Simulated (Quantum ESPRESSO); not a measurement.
The system is InP.

```
In P
1.0
     0.00000    2.93050    2.93050
     2.93050    0.00000    2.93050
     2.93050    2.93050    0.00000
In P
1 1
Direct
  0.00000 0.00000 0.00000
  0.75000 0.75000 0.75000
```

```yaml
Program: Quantum ESPRESSO 7.5
Task: phonons
Functional: LDA
Potentials_or_basis: GBRV 1.5 LDA
Cutoff: 762 eV
Density_cutoff: 6095 eV
k_mesh: 6 × 6 × 6, shifted
Occupations: fermi-dirac, width 0.05 eV
Spin: no spin polarisation
Target_pressure: 25 GPa
Form_of_the_LDA_correlation: PZ81
Mixing_beta: 0.5
Most_SCF_iterations: 120
SCF_threshold: 4e-10 Ry
```

The cell and the atoms were relaxed first at 25 GPa, to 19.81 Å³/atom (a = 3.826 Å, b = 3.826 Å, c = 3.826 Å, α = 60.00°, β = 60.00°, γ = 60.00°), and the response was taken there.

The first run showed a gap, so the response started from a second, tighter run with fixed occupations.

Task: How polar is the lattice: what are the Born charges, the two dielectric constants and the LO-TO splitting?

Result: Born charges ±2.15 e; dielectric constants 9.89 (electrons alone) and 11.36 (static); transverse and longitudinal modes at 401 and 429 cm⁻¹.

Caveat: the volume moved by over 15 % at a fixed basis, so the end points are rough; the cell is more than 3 GPa from zero pressure, which shifts response properties.
